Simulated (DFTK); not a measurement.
Rh:

```xyz
1
Lattice="0.0000 1.8979 1.8979 1.8979 0.0000 1.8979 1.8979 1.8979 0.0000" Properties=species:S:1:pos:R:3 pbc="T T T"
Rh    0.0000    0.0000    0.0000
```

Base run:

* Program: DFTK 0.8.2
* Functional: RPBE
* Potentials or basis: SG15 1.2 (PBE)
* Cutoff: 1225 eV
* k mesh: 12 × 12 × 12
* Occupations: fermi-dirac, width 0.05 eV
* Spin: no spin polarisation

Its results: band gap on the k mesh none (metal or under the smearing width); pressure 13.0 GPa.

**Question.** The run is repeated on the same cell with these changes: functional from RPBE to LDA. What comes out?

**Answer.** Band gap on the k mesh none (metal or under the smearing width); pressure -11.3 GPa.

LDA binds more tightly than RPBE, so the same cell stands under less pressure.

Caveats: the potentials were made for another functional, which shifts forces and pressure.
